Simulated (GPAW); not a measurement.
A run of GPAW 26.7.0 is set up as follows.

File run.py:

```python
from ase.dft.bandgap import bandgap
from ase.io import read, write
from ase.units import GPa
from gpaw import GPAW, PW

atoms = read('Rh.xyz')

calc = GPAW(mode=PW(450),
            xc='PBE',
            kpts={'size': (9, 9, 5), 'gamma': True},
            occupations={'name': 'fermi-dirac', 'width': 0.05},
            nbands=28,
            maxiter=120,
            txt='gpaw.txt')
atoms.calc = calc
energy = atoms.get_potential_energy()
forces = atoms.get_forces()
stress = atoms.get_stress()
calc.write('gs.gpw')
write('result.traj', atoms)
print(f'Energy: {energy:.6f} eV')
print('Forces (eV/A):')
print(forces.round(4))
print('Stress (GPa):', (stress / GPa).round(3))
print('Fermi level:', round(calc.get_fermi_level(), 4), 'eV')
print(f'Gap: {bandgap(calc)[0]:.4f} eV, direct: {bandgap(calc, direct=True)[0]:.4f} eV')
```

Rh.xyz

```xyz
2
Lattice="2.7309790422 0.0000000000 0.0000000000 -1.3654895211 2.3650972278 0.0000000000 0.0000000000 0.0000000000 4.4284890000" Properties=species:S:1:pos:R:3 pbc="T T T"
Rh    -0.0000000001      1.5767314853      1.1071222500
Rh     1.3654895212      0.7883657425      3.3213667500
```

Potentials or basis: GPAW PAW data sets (gpaw-data 1.2.1), pw.

The run is started by

```sh
$ OMP_NUM_THREADS=1 python run.py
```

Q: Predict the band gap on the k mesh.

A: None (metal or under the smearing width).

Q: What does it give for the pressure?

A: -2.6 GPa.

Stress tensor (GPa, compression positive):
```
-2.50  0.00  0.00
 0.00 -2.50  0.00
 0.00  0.00 -2.71
```

Caveat: the cutoff is short for stress and forces, so pressures can be off by a GPa or more.
